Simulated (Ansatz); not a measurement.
**SiO₂: pressure against volume, fitted**

```yaml
crystal:
  lattice:
    - [-2.37405, 2.37405, 3.74400]
    - [2.37405, -2.37405, 3.74400]
    - [2.37405, 2.37405, -3.74400]
  atoms:
    - { symbol: Si, position: [0.00000, 0.00000, 0.00000] }
    - { symbol: Si, position: [0.75000, 0.25000, 0.50000] }
    - { symbol: O, position: [0.99838, 0.62500, 0.87338] }
    - { symbol: O, position: [0.37500, 0.24838, 0.37338] }
    - { symbol: O, position: [0.75162, 0.12500, 0.12662] }
    - { symbol: O, position: [0.87500, 0.00162, 0.62662] }
```

Atoms are numbered in the order listed.

The conventional cell has a = 4.748 Å, b = 4.748 Å, c = 7.488 Å, α = 90.00°, β = 90.00°, γ = 90.00°. Around Si (atom 1) lie 4 O at 1.62 Å. Around O (atom 3) lie 2 Si at 1.62 Å.

The cell is COD entry 9006285, as deposited and not checked against the literature; nothing was relaxed.

All numbers below come from DFT, PBE, all-electron LAPW, scalar-relativistic (Ansatz 0.2.0).

Settings: a Γ-centred 7×7×7 k mesh, Fermi–Dirac smearing of 0.03 eV, basis error target 1 meV/atom, no spin polarisation.

The cell is scaled evenly. Fractional coordinates are held (clamped ions).

```json
{"V (Å³/atom)": "13.224", "P (GPa)": "15.75"}
{"V (Å³/atom)": "13.786", "P (GPa)": "7.19"}
{"V (Å³/atom)": "13.927", "P (GPa)": "5.30"}
{"V (Å³/atom)": "14.068", "P (GPa)": "3.51"}
{"V (Å³/atom)": "14.208", "P (GPa)": "1.81"}
{"V (Å³/atom)": "14.349", "P (GPa)": "0.19"}
{"V (Å³/atom)": "14.630", "P (GPa)": "-2.82"}
{"V (Å³/atom)": "14.912", "P (GPa)": "-5.54"}
```

(1) Fit a third-order Birch–Murnaghan curve to the pressures.

(2) Predict the pressure at the withheld volume, 13.505 Å³/atom.

## Answers

(1) P = (3B0/2)(y^(7/2) − y^(5/2))[1 + (3/4)(B0′ − 4)(y − 1)] with y = (V0/V)^(2/3) fits within 0.01 GPa for V0 = 14.366 Å³/atom, B0 = 160.4 GPa and B0′ = 4.10.

(2) There y = 1.0421, so the fit gives 11.25 GPa; the run gave 11.25 GPa.
